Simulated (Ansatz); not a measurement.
The cell of Te2Mo is invented: random cell by space group and Wyckoff sites (Cmmm, No. 65). The dimensions are guesses.

```
Te Mo
1.0
     3.34389   -3.45892    0.00000
     3.34389    3.45892    0.00000
     0.00000    0.00000    4.47162
Te Mo
2 1
Direct
  0.00000 0.50000 0.00000
  0.50000 0.00000 0.00000
  0.00000 0.00000 0.00000
```

These are results of DFT PBE, scalar-relativistic, plane waves, PAW in Ansatz 0.2.0, not measurements. Cutoff 420 eV, Gaussian smearing, Γ-centred meshes. Cell and atoms relax first on a coarse mesh and then on a finer one. In between, the cell is made exact in the group found at 0.06 Å. In metals the finer mesh still leaves noise of several meV/atom or more. The steps can't lower the symmetry of their start. No spin polarisation in the relaxation; trial moments died out in a coarse test.

A guess keeps its type if space group and coordination stay and the shape of the cell changes little (axis ratios within about 15 %, angles within 6°); the volume may change.

**Question.** Will the relaxed cell still be of the starting type?

**Answer.** It doesn't keep its type. The symmetry goes from Cmmm (No. 65) to P4/mmm (No. 123). The volume per atom shrinks by 15.9 %, from 34.5 to 29.0 Å³. The shortest distance goes from 2.41 Å (Te–Mo) to 2.72 Å (Te–Mo). Counting neighbours within 15 % of an atom's shortest distance, the start has Mo 4, Te 2 and the end Mo 6, Te 4. In detail, at the end Te is surrounded by 2 Mo at 2.72 Å and 2 Te at 2.94 Å; Mo is surrounded by 4 Te at 2.72 Å and 2 Mo at 2.94 Å.

Space group P4/mmm (No. 123). a = 5.443 Å, b = 5.443 Å, c = 2.938 Å, α = 90.00°, β = 90.00°, γ = 90.00°
| atom | site | symmetry | x | y | z |
| --- | --- | --- | --- | --- | --- |
| Te | 2f | mmm. | 0.0000 | 0.5000 | 0.0000 |
| Mo | 1a | 4/mmm | 0.0000 | 0.0000 | 0.0000 |

The zero of energy is the elements' standard structures at the same level; no fitted shifts are applied.

**Question.** At what energy does it end?

**Answer.** +0.61 eV/atom. It can't be a ground state, since the elements alone are lower.

The last run used a 10×10×16 mesh (in the run's order of axes) for its 3-atom cell and Gaussian smearing of 0.10 eV. Spin–orbit coupling, which can matter for Te, is left out. The reference form of Te is held partly by dispersion forces, which this level lacks. A structure relaxed within its symmetry needn't be a true minimum. Another cell of Te2Mo relaxed alike, in P6_3/mmc (a cell as deposited in COD), lies 0.88 eV/atom lower, so this cell isn't the stable form at this level.
